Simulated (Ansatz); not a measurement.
HfS₂, CdI2 type, relaxed with r2SCAN+rVV10: it is trigonal, P-3m1 (No. 164); a = 3.630 Å, c = 5.878 Å in the conventional setting, 22.36 Å³ an atom. Hf has 6 S at 2.54 Å; S has 3 Hf at 2.54 Å. One-shot G0W0@PBE in the plane-wave code Ansatz on a 6×6×2 mesh (contour deformation, no spin-orbit coupling), from a PBE gap of 1.034 eV over the mesh points (the G0W0 gap is indirect on the mesh); the number N of bands summed and the screening cutoff rise together. No spin polarisation and no zero-point or thermal motion.

```tsv
N	cutoff (eV)	1000/N	G0W0 gap (eV)
128	80	7.812	1.844
271	140	3.690	1.921
```

**Question.** Lay a straight line in 1000/N through these rows.

**Answer.** The slope is -0.0187 eV per unit of 1000/N and the intercept 1.990 eV.

**Question.** Predict the gap at N = 482 (210 eV).

**Answer.** 1.990 + (-0.0187) × 2.075 = 1.951 eV; the run gives 1.955 eV, +0.004 eV from the line.

**Question.** With that run's result added, what limit do the last two rows suggest?

**Answer.** Their slope is (1.955 − 1.921)/(2.075 − 3.690) = -0.0211, which meets 1/N = 0 at 2.00 eV, against 1.990 eV from the first line. The slope steepens, so 1/N isn't yet asymptotic and the true limit probably lies higher still; the k mesh isn't extrapolated.

Spin-orbit coupling is left out, which matters wherever the heavy atoms make up the band edges.
